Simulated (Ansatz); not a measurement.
BeO:
```yaml
crystal:
  lattice:
    - [2.69026, 0.00000, 0.00000]
    - [-1.34513, 2.32984, 0.00000]
    - [0.00000, 0.00000, 4.36940]
  atoms:
    - { symbol: Be, position: [0.33333, 0.66667, 0.99990] }
    - { symbol: Be, position: [0.66667, 0.33333, 0.49990] }
    - { symbol: O, position: [0.33333, 0.66667, 0.37760] }
    - { symbol: O, position: [0.66667, 0.33333, 0.87760] }
```

Relaxed with r²SCAN. Special points in fractions of this cell's reciprocal vectors: Γ (0.000, 0.000, 0.000); M (0.500, 0.000, 0.000); K (0.333, 0.333, 0.000); A (0.000, 0.000, 0.500); L (0.500, 0.000, 0.500); H (0.333, 0.333, 0.500).

Question: List the band energies nearest the valence-band maximum at these points for DFT-r²SCAN in the program Ansatz with PAW potentials.

Answer: In eV from the valence-band maximum; about four levels below and three above (degenerate sets whole), none deeper than 8.9 eV; points with the same levels are listed once.

```csv
k,below,above
Γ,-1.03 -1.03 -0.04 -0.04 0.00,8.55 12.77 15.61 15.61
M,-3.46 -2.71 -1.98 -0.95,10.74 11.22 14.56
K,-3.72 -3.72 -2.97 -2.46 -2.46,10.02 13.94 15.77 15.77
A,-0.55 -0.55 -0.55 -0.55,10.90 10.90 15.89 15.89
L,-1.91 -1.91 -1.77 -1.77,10.00 10.00 15.84 15.84
H,-4.50 -4.50 -1.30 -1.30,12.65 12.65 13.25 13.25
```

Space group P6_3mc (wurtzite). Symmetry was held in the r²SCAN relaxation; phonons on a q-mesh show no instability.

Potentials: the earlier of the program's two PAW sets.
